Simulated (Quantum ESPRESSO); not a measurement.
The system is NaCl.

```xyz
2
Lattice="3.5022 0.0000 0.0000 0.0000 3.5022 0.0000 0.0000 0.0000 3.5022" Properties=species:S:1:pos:R:3 pbc="T T T"
Cl    1.7511    1.7511    1.7511
Na    0.0000    0.0000    0.0000
```

Measurements of this composition are mostly on another form, of space group No. 225.

```yaml
Program: Quantum ESPRESSO 7.5
Task: single point
Functional: PBE
Potentials_or_basis: SSSP 1.3 efficiency PBE
Cutoff: 748 eV
Density_cutoff: 5987 eV
k_mesh: 8 × 8 × 8
Occupations: fermi-dirac, width 0.05 eV
Spin: no spin polarisation
```

On this cell: pressure 0.2 GPa; largest force zero by symmetry; band gap on the k mesh 3.98 eV, indirect (least direct gap 4.47 eV).

The same run follows on a disturbed copy (atoms moved at random, drawn with an rms of 0.05 Å):

```xyz
2
Lattice="3.5022 0.0000 0.0000 0.0000 3.5022 0.0000 0.0000 0.0000 3.5022" Properties=species:S:1:pos:R:3 pbc="T T T"
Cl    1.7450    1.7385    1.7579
Na   -0.0325    0.0052   -0.0256
```

**Question.** What changes?

**Answer.** The energy moves by +0.2 meV/atom; pressure 0.2 GPa; largest force 0.016 eV/Å; band gap on the k mesh 3.98 eV, indirect (least direct gap 4.47 eV).

Forces on the atoms (eV/Å):
```
Cl  -0.009  0.006 -0.012
Na   0.009 -0.006  0.012
```

A k mesh can miss the band edges.
